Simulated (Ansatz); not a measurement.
Si:

```xyz
4
Lattice="3.8313 0.0000 0.0000 -1.9157 3.3180 0.0000 0.0000 0.0000 6.3326" Properties=species:S:1:pos:R:3 pbc="T T T"
Si    1.9157    1.1060    5.9336
Si    0.0000    2.2120    2.7673
Si    1.9157    1.1060    3.5653
Si    0.0000    2.2120    0.3990
```

This isn't the form of Si at room conditions, which is diamond.

| Quantity | Value |
| --- | --- |
| Program | Ansatz 0.2.0 |
| Task | relaxation of cell and atoms |
| Functional | BLYP |
| Potentials or basis | Ansatz PAW |
| Cutoff | 420 eV (not typed: the program's choice for these potentials) |
| k mesh | 8 × 8 × 4 |
| Occupations | fermi-dirac, width 0.05 eV |
| Spin | no spin polarisation |

At the start: volume 20.13 Å³/atom.

Question: Where does the relaxation end?

Answer: It ends after 5 steps and the volume is 21.16 Å³/atom (+5.1 %); space group P6_3/mmc (No. 194, to 0.05 Å).

Step by step:
```
step  energy change (eV)  largest force (eV/Å)  volume (Å³)
   1              0.0000                0.0042        80.50
   2             -0.0503                0.0020        83.53
   3             -0.0537                0.0023        84.56
   4             -0.0537                0.0021        84.65
   5             -0.0548                0.0021        84.65
```

Final structure:
```cif
data_structure
_symmetry_space_group_name_H-M 'P 1'
_symmetry_Int_Tables_number 1
_cell_length_a 3.8958
_cell_length_b 3.8958
_cell_length_c 6.4400
_cell_angle_alpha 90.000
_cell_angle_beta 90.000
_cell_angle_gamma 120.000
_cell_volume 84.65
loop_
_atom_site_label
_atom_site_type_symbol
_atom_site_fract_x
_atom_site_fract_y
_atom_site_fract_z
_atom_site_occupancy
Si1 Si 0.66667 0.33333 0.93711 1
Si2 Si 0.33333 0.66667 0.43711 1
Si3 Si 0.66667 0.33333 0.56289 1
Si4 Si 0.33333 0.66667 0.06289 1
```

Caveat: the plane-wave basis is chosen anew once the cell has moved, so the energies of steps on either side of that aren't comparable; the PAW data sets come from PBE, with cores solved anew for the run's functional, which leaves a small shift of forces and pressure.
